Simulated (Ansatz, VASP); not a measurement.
## Be in VASP and in Ansatz

```
Be
1.0
     2.07495    0.00000    0.00000
     0.00000    2.07495    0.00000
     0.00000    0.00000    2.07495
Be
1
Direct
  0.00000 0.00000 0.00000
```

Alike in both runs: task single point; functional PBEsol; k mesh 16 × 16 × 16; occupations fermi-dirac, width 0.1 eV; no spin polarisation.

|  | VASP | Ansatz |
| --- | --- | --- |
| version | VASP 6.6.1 | Ansatz 0.2.0 |
| potentials or method | VASP PAW PBE potentials, release 64 (Be) | plane waves (420 eV) with PAW, scalar-relativistic |
| plane-wave cutoff (eV) | 520 | 420 |
| valence electrons in the cell | 2 | 2 |

```tsv
	VASP	Ansatz	Ansatz less VASP
pressure (GPa)	12.7	12.4	-0.29
```

Ansatz warned: «pseudo_functional_mismatch».

Caveats: the PAW data sets were made with another functional, which shifts forces and pressure a little (VASP).
